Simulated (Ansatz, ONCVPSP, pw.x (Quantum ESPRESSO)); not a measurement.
## pw.x on fcc Co: one setting changed

Potential: optimised norm-conserving Vanderbilt (ONCV), ONCVPSP 4.0.1.1 (patched build), PBEsol; core [Ne], reference 3s2 3p6 3d7 4s2; waves: 3s+4s: rc 1.35 bohr, ncon 4, nbas 9, qcut 7.3 1/bohr, 2 projectors; 3p: rc 1.35 bohr, ncon 4, nbas 8, qcut 8.2 1/bohr, 2 projectors, debl 2.7 Ha; 3d: rc 1.75 bohr, ncon 4, nbas 8, qcut 7.4 1/bohr, 1 projector; local part: polynomial inside 1.15 bohr (lpopt 5, dvloc0 0 Ha); core correction: none.

The reference run (k-mesh 16³, cutoffs 165/660 Ry, Fermi–Dirac 0.01 Ry, mixing_beta 0.4, conv_thr 1e-9, no spin) gives 2.75 GPa at 9.942 Å³/atom, where all-electron LAPW gives -0.40 GPa. This run, with its own iteration cap, changes mixing_ndim to 4.

```
&control
  calculation='scf', prefix='x', pseudo_dir='./', outdir='./tmp', tstress=.true., disk_io='none'
/
&system
  ibrav=0, nat=1, ntyp=1, ecutwfc=165, ecutrho=660, nbnd=17,
  occupations='smearing', smearing='fd', degauss=0.01
/
&electrons
  conv_thr=1e-09, mixing_beta=0.4, electron_maxstep=60, mixing_ndim=4
/
ATOMIC_SPECIES
Co 1.0 Co.UPF
CELL_PARAMETERS angstrom
  0.00000000 1.70666358 1.70666358
  1.70666358 0.00000000 1.70666358
  1.70666358 1.70666358 0.00000000
ATOMIC_POSITIONS crystal
Co 0.0000 0.0000 0.0000
K_POINTS automatic
16 16 16 0 0 0
```

```bash
pw.x < Co.scf.in > Co.scf.out
```

Q: How does the run end?

A: It converges in 6 iterations; the free energy moves by +0.0 meV/atom and the pressure by +0.00 GPa. The result is that of the reference run.

```
Message from routine setup:
     using ibrav=0 with symmetry is DISCOURAGED, use correct ibrav instead
     lattice parameter (alat)  =       4.5610  a.u.
     unit-cell volume          =      67.0919 (a.u.)^3
     number of electrons       =        17.00
     number of Kohn-Sham states=           17
     kinetic-energy cutoff     =     165.0000  Ry
     charge density cutoff     =     660.0000  Ry
     scf convergence threshold =      1.0E-09
     Exchange-correlation= PBESOL
     number of k points=   145  Fermi-Dirac smearing, width (Ry)=  0.0100
     iteration #  1     ecut=   165.00 Ry     beta= 0.40
     total energy              =    -277.61790521 Ry
     estimated scf accuracy    <       0.01144238 Ry
     iteration #  2     ecut=   165.00 Ry     beta= 0.40
     total energy              =    -277.62032999 Ry
     estimated scf accuracy    <       0.00077113 Ry
     iteration #  3     ecut=   165.00 Ry     beta= 0.40
     total energy              =    -277.62038941 Ry
     estimated scf accuracy    <       0.00015523 Ry
     iteration #  4     ecut=   165.00 Ry     beta= 0.40
     total energy              =    -277.62039480 Ry
     estimated scf accuracy    <       0.00000112 Ry
     iteration #  5     ecut=   165.00 Ry     beta= 0.40
     total energy              =    -277.62039489 Ry
     estimated scf accuracy    <       0.00000018 Ry
     iteration #  6     ecut=   165.00 Ry     beta= 0.40
     the Fermi energy is    21.5632 ev
!    total energy              =    -277.62039489 Ry
     estimated scf accuracy    <          6.5E-10 Ry
     smearing contrib. (-TS)   =      -0.00949179 Ry
     The total energy is F=E-TS. E is the sum of the following terms:
     one-electron contribution =    -110.69119651 Ry
     hartree contribution      =      66.54022155 Ry
     xc contribution           =     -28.03774773 Ry
     ewald contribution        =    -205.42218041 Ry
     convergence has been achieved in   6 iterations
          total   stress  (Ry/bohr**3)                   (kbar)     P=       27.45
     Message from routine punch:
     Nothing written, as per user request (disk_io='none')
```

The run took about 1.7 min on one core of a shared host (Neoverse-N1, 64 threads, 124 GiB, load 55).
